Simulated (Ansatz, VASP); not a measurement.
Two plane-wave programs on P

```
CELL_PARAMETERS angstrom
2.46158 -0.00041 0.00028
-0.00136 4.88404 -0.00024
0.00081 -0.00025 4.88508
ATOMIC_POSITIONS crystal
P 0.99993 0.99353 0.99398
P 0.00003 0.99392 0.50607
P 0.00018 0.50653 0.99345
P 0.99985 0.50603 0.50650
```

Change from the starting cell: cell x4, atoms moved at random (sigma 0.15 Å) and cell strained at random (1.5 %), then relaxed without symmetry.

Alike in both runs: functional PBE; k mesh 8 × 4 × 4; occupations gaussian, width 0.2 eV; no spin polarisation.

Ansatz relaxed the structure, and its values are those at the end. VASP's run is a single point on that final structure, the one shown.

|  | VASP | Ansatz |
| --- | --- | --- |
| version | VASP 6.6.1 | Ansatz 0.2.0 |
| potentials or method | VASP PAW PBE potentials, release 64 (P) | scalar-relativistic, plane waves, PAW |
| plane-wave cutoff (eV) | 520 | 420 |
| valence electrons in the cell | 20 | 20 |

Ansatz gave:

```
gap on the k mesh at the Fermi level (eV) : none
pressure (GPa)                            : 0.0
rms of the force components (eV/Å)        : 0.003
```

Task: Estimate VASP's values.

Result: gap on the k mesh at the Fermi level (eV): none; pressure (GPa): -0.2; rms of the force components (eV/Å): 0.008.

A gap of «none» marks a metal or a gap that the smearing closes.
